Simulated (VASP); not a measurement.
Write the native input for VASP 6.6.1 that does the following.

```
Task                   : single point
Functional             : PBEsol
Potentials or basis    : VASP PAW PBE potentials, release 64 (Sn_d, Te)
Cutoff                 : 520 eV
k mesh                 : 4 × 4 × 4
Occupations            : gaussian, width 0.01 eV
Spin                   : no spin polarisation
Dipole correction      : no
Further INCAR settings : ALGO = Fast; EDIFF = 1e-07; NBANDS = 17
```

The structure of SnTe lies in POSCAR:

```
SnTe
1.0
    0.0000000000      3.6111460000      3.6111460000
    3.6111460000      0.0000000000      3.6111460000
    3.6111460000      3.6111460000      0.0000000000
Sn Te
1 1
Direct
    0.0000000000      0.0000000000      0.0000000000
    0.7500000000      0.7500000000      0.7500000000
```

Measurements of this composition are mostly on another form, of space group No. 225.

These files were run (other wordings do the same):

INCAR

```
PREC = Accurate ; ENCUT = 520
EDIFF = 1E-7 ; ISMEAR = 0
SIGMA = 0.01 ; LREAL = False
LASPH = True ; NELM = 100
ALGO = Fast ; ISIF = 2
LWAVE = False ; LCHARG = False
GGA = PS ; NBANDS = 17
```

KPOINTS

```
Automatic mesh
0
Gamma
  4 4 4
```

Potentials or basis: VASP PAW PBE potentials, release 64 (Sn_d, Te).

Run with:

```sh
$ cat potpaw_PBE.64/Sn_d/POTCAR potpaw_PBE.64/Te/POTCAR > POTCAR
$ mpirun -np 1 vasp_std > vasp.out
```

It gave:

The pressure is -1.5 GPa and the band gap on the k mesh is 0.03 eV, indirect (least direct gap 0.76 eV).

Caveat: the PAW data sets were made with another functional, which shifts forces and pressure a little; spin-orbit coupling is left out, which moves the levels of the heavy elements.

It took 11 s on 1 thread of Intel(R) Xeon(R) 6975P-C (Granite Rapids), with other jobs on the host, peak memory 0.23 GiB.
